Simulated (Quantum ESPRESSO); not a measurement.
PtSe2 (Sudovikovite):

```xyz
3
Lattice="3.7240 0.0000 0.0000 -1.8620 3.2251 0.0000 0.0000 0.0000 5.0620" Properties=species:S:1:pos:R:3 pbc="T T T"
Pt    0.0000    0.0000    0.0000
Se    1.8620    1.0750    3.7965
Se    0.0000    2.1501    1.2655
```

- Program: Quantum ESPRESSO 7.5
- Task: relaxation of cell and atoms
- Functional: PBEsol
- Dispersion: rVV10
- Potentials or basis: GBRV 1.5 PBEsol
- Cutoff: 612 eV
- Density cutoff: 4898 eV
- k mesh: 8 × 8 × 5
- Occupations: fermi-dirac, width 0.05 eV
- Spin: no spin polarisation

At the start: pressure -1.4 GPa; volume 20.27 Å³/atom.

Where does the relaxation end?

Over 10 steps the energy falls by 33.1 meV/atom and the volume is 18.72 Å³/atom (-7.6 %); space group P-3m1 (No. 164, to 0.05 Å).

The path:
| step | energy change (eV) | largest force (eV/Å) | pressure (GPa) | volume (Å³) |
| --- | --- | --- | --- | --- |
| 1 | 0.0000 | 0.3852 | -1.39 | 60.80 |
| 2 | -0.0056 | 0.3550 | -1.45 | 60.64 |
| 3 | -0.0540 | 0.4130 | -0.86 | 56.72 |
| 4 | -0.0644 | 0.1430 | -0.95 | 57.62 |
| 5 | -0.0683 | 0.1036 | -0.58 | 57.43 |
| 6 | -0.0852 | 0.1064 | 2.11 | 55.88 |
| 7 | -0.0893 | 0.1302 | 2.03 | 55.84 |
| 8 | -0.0987 | 0.0741 | 0.65 | 55.98 |
| 9 | -0.0993 | 0.0239 | 0.15 | 56.12 |
| 10 | -0.0994 | 0.0004 | 0.00 | 56.16 |

Final structure:
```cif
data_structure
_symmetry_space_group_name_H-M 'P 1'
_symmetry_Int_Tables_number 1
_cell_length_a 3.7380
_cell_length_b 3.7380
_cell_length_c 4.6408
_cell_angle_alpha 90.000
_cell_angle_beta 90.000
_cell_angle_gamma 120.000
_cell_volume 56.16
loop_
_atom_site_label
_atom_site_type_symbol
_atom_site_fract_x
_atom_site_fract_y
_atom_site_fract_z
_atom_site_occupancy
Pt1 Pt 0.00000 0.00000 0.00000 1
Se1 Se 0.66667 0.33333 0.72749 1
Se2 Se 0.33333 0.66667 0.27251 1
```

Caveat: rVV10's parameter b was fitted to another functional.
